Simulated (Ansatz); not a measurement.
An input for Ansatz 0.2.0 (SrO):

Contents of input.yaml:

```yaml
crystal:
  lattice:
    - [0.0, 2.5663, 2.5663]
    - [2.5663, 0.0, 2.5663]
    - [2.5663, 2.5663, 0.0]
  atoms:
    - { symbol: Sr, position_ang: [2.5663, 2.5663, 2.5663] }
    - { symbol: O, position_ang: [0.0, 0.0, 0.0] }
hamiltonian:
  xc: pbesol
  pseudopotentials: { kind: nc_fr, accuracy: stringent, xc_functional: pbesol }
  dispersion: d4
magnetization:
  noncollinear: true
  spin_orbit: true
kpoints:
  mp_grid: { grid: [9, 9, 9] }
scf:
  occupations: { method: fixed }
output:
  eigenvalues: true
dielectric:
  method: finite_field
```

Potentials or basis: PseudoDojo PBEsol stringent.

Run with:

```bash
$ ansatz run input.yaml --threads 1 --pin off --max-ram 2560MiB --backend cpu --events-out ev --progress --plain --runs-dir out
```

Q: What does the program do with it?

A: The run stopped without a result. It printed:

Output:

```text
Error: dielectric.method: finite_field with magnetization.noncollinear: true — a member under a finite field is solved without spin; drop the spin
```
